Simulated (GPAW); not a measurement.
Here is a GPAW 26.7.0 calculation.

run.py

```python
import numpy as np
from ase.dft.bandgap import bandgap
from ase.io import read, write
from ase.units import Bohr, GPa
from gpaw import GPAW, PW, setup_paths
from gpaw.elf import elf_from_dft_calculation
from gpaw.spinorbit import soc_eigenstates

setup_paths.insert(0, '.')

atoms = read('InP.xyz')

calc = GPAW(mode=PW(600),
            xc='PBEsol',
            kpts={'size': (6, 6, 6), 'gamma': True},
            occupations={'name': 'fermi-dirac', 'width': 0.05},
            nbands=18,
            convergence={'density': 1e-05, 'energy': 1e-05},
            maxiter=150,
            txt='gpaw.txt')
atoms.calc = calc
energy = atoms.get_potential_energy()
forces = atoms.get_forces()
stress = atoms.get_stress()
calc.write('gs.gpw')
write('result.traj', atoms)
print(f'Energy: {energy:.6f} eV')
print('Forces (eV/A):')
print(forces.round(4))
print('Stress (GPa):', (stress / GPa).round(3))
print('Fermi level:', round(calc.get_fermi_level(), 4), 'eV')
print(f'Gap: {bandgap(calc)[0]:.4f} eV, direct: {bandgap(calc, direct=True)[0]:.4f} eV')

# fields on the real-space grid
write('density.cube', atoms, data=calc.get_pseudo_density() * Bohr**3)
write('potential.cube', atoms, data=calc.get_electrostatic_potential())
write('elf.cube', atoms, data=elf_from_dft_calculation(calc).data)

path = atoms.cell.bandpath('GXWKGLUWLK,UX', npoints=80, eps=1e-4)
bs_calc = calc.fixed_density(kpts=path, symmetry='off', nbands=30,
                             convergence={'bands': 'CBM+6.0', 'eigenstates': 1e-6}, txt='bands.txt')
bs = bs_calc.band_structure()
bs.write('bs.json')
print(f'Gap on the path: {bandgap(bs_calc)[0]:.4f} eV')

soc = soc_eigenstates(bs_calc, theta=90, phi=0)
np.savetxt('soc_bands.dat', soc.eigenvalues(), fmt='%.4f')
mesh = soc_eigenstates('gs.gpw', theta=90, phi=0)
np.savetxt('soc_mesh.dat', mesh.eigenvalues(), fmt='%.4f')
print('Fermi level with spin-orbit coupling:', round(mesh.fermi_level, 4), 'eV')
```

File InP.xyz:

```xyz
2
Lattice="0.0000000000 2.9305000000 2.9305000000 2.9305000000 0.0000000000 2.9305000000 2.9305000000 2.9305000000 0.0000000000" Properties=species:S:1:pos:R:3 pbc="T T T"
In     0.0000000000      0.0000000000      0.0000000000
P      4.3957500000      4.3957500000      4.3957500000
```

Potentials or basis: PAW data sets generated in the run's folder for this functional, pw.

Run with:

```bash
$ gpaw-setup -f PBEsol In P
$ OMP_NUM_THREADS=1 python run.py
```

(1) What does it give for the band gap along the path?

(2) What does it give for the band gap on the k mesh?

Results:

(1) 0.58 eV, direct.

(2) 0.58 eV, direct.

Caveat: spin-orbit coupling was added after a scalar SCF, so levels and gaps hold it while energy, forces, pressure and moments don't; this program's spin-orbit splittings come out too wide for heavy elements.

**Measured values to compare with.**

From a printed reference work, data compilation, for a bulk crystal of InP at 1.6 K: band gap 1.4236 eV (direct).

Measured gap of InP: 1.4236 eV (direct; 1.6 K; a printed reference work, data compilation). This calculation gives 0.58 eV (-0.85 eV). The value is that of PBEsol, without temperature or zero-point motion. Semilocal functionals fall short of measured gaps as a rule.
